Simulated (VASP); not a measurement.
Set up this calculation in VASP 6.6.1, as the native input.

```yaml
Task: relaxation of the atoms
Functional: PBEsol
Potentials_or_basis: VASP PAW PBE potentials, release 64 (B, N)
Cutoff: 450 eV
k_mesh: 3 × 4 × 4
Occupations: gaussian, width 0.03 eV
Spin: collinear spin, ferromagnetic start
Starting_moments: "[0.5, 0.5, 0.5, 0.0, 0.5, 0.0, 0.0, 0.0, 0.0, 0.0, 0.0, 0.0, 0.0, 0.0, 0.0, 0.0, 0.0, 0.0, 0.0, 0.0, 0.0, 0.0, 0.0] μB"
Dq: -1
Further_INCAR_settings: LREAL = Auto; ALGO = Normal; EDIFF = 1e-05; IBRION = 2; EDIFFG = -0.03; NSW = 40; NELECT = 92.0
```

The structure of B12N11 (a cell with a defect) lies in POSCAR:

```
B12N11
1.0
    0.0000000000      5.4225000000      5.4225000000
    3.6150000000      0.0000000000      3.6150000000
    3.6150000000      3.6150000000      0.0000000000
B N
12 11
Direct
    0.0000000000      0.0000000000      0.0000000000
    0.0000000000      0.0000000000      0.5000000000
    0.0000000000      0.5000000000      0.0000000000
    0.0000000000      0.5000000000      0.5000000000
    0.3333330000      0.0000000000      0.0000000000
    0.3333330000      0.0000000000      0.5000000000
    0.3333330000      0.5000000000      0.0000000000
    0.3333330000      0.5000000000      0.5000000000
    0.6666670000      0.0000000000      0.0000000000
    0.6666670000      0.0000000000      0.5000000000
    0.6666670000      0.5000000000      0.0000000000
    0.6666670000      0.5000000000      0.5000000000
    0.0833333333      0.1250000000      0.6250000000
    0.0833333333      0.6250000000      0.1250000000
    0.0833333333      0.6250000000      0.6250000000
    0.4166663333      0.1250000000      0.1250000000
    0.4166663333      0.1250000000      0.6250000000
    0.4166663333      0.6250000000      0.1250000000
    0.4166663333      0.6250000000      0.6250000000
    0.7500003333      0.1250000000      0.1250000000
    0.7500003333      0.1250000000      0.6250000000
    0.7500003333      0.6250000000      0.1250000000
    0.7500003333      0.6250000000      0.6250000000
```

One way to write it, as run:

INCAR

```
PREC     = Accurate       # precision mode
ENCUT    = 450            # plane-wave cutoff, eV
EDIFF    = 1E-5           # SCF threshold, eV
ISMEAR   = 0              # smearing method
SIGMA    = 0.03           # smearing width, eV
LREAL    = Auto         
LASPH    = T              # aspherical terms in the spheres
NELM     = 120            # most SCF steps
ALGO     = Normal         # electronic algorithm
ISIF     = 2              # what is computed and relaxed
LWAVE    = F              # write WAVECAR
LCHARG   = F              # write CHGCAR
ISPIN    = 2              # spin polarisation
MAGMOM   = 0.5 0.5 0.5 0 0.5 0 0 0 0 0 0 0 0 0 0 0 0 0 0 0 0 0 0 # initial moments
LORBIT   = 11             # projections on sites
GGA      = PS             # functional
IBRION   = 2              # ionic algorithm
NSW      = 40             # ionic steps
EDIFFG   = -0.03          # ionic threshold
NELECT   = 92.0
```

KPOINTS

```
Automatic mesh
0
Gamma
  3 4 4
```

Potentials or basis: VASP PAW PBE potentials, release 64 (B, N).

Launch:

```sh
$ cat potpaw_PBE.64/B/POTCAR potpaw_PBE.64/N/POTCAR > POTCAR
$ mpirun -np 1 vasp_std > vasp.out
```

It gave:

| Quantity | Value |
| --- | --- |
| Energy gained by relaxing | 2.7 meV/atom |
| Ionic steps | 16 |
| Largest force after relaxing | 0.026 eV/Å |
| Band gap on the k mesh | none (metal or under the smearing width) |
| Net moment | 0.79 μB per cell |
| Site moments | B +0.02, +0.03, +0.00, +0.25, +0.01; N +0.00, -0.00, +0.01 μB |
| Valence electrons inside the program's atomic spheres | B 1.95, 1.96, 2.06, 2.05; N 3.96, 3.95 |

Caveat: the k mesh is coarse (spacing up to 0.38 Å⁻¹), so the values aren't converged; the cell is charged against a uniform background, so pressure and absolute levels hang on convention; the PAW data sets were made with another functional, which shifts forces and pressure a little.

Run time: 31 min on 1 thread of Intel(R) Xeon(R) 6975P-C (Granite Rapids), with other jobs on the host, peak memory 0.38 GiB.
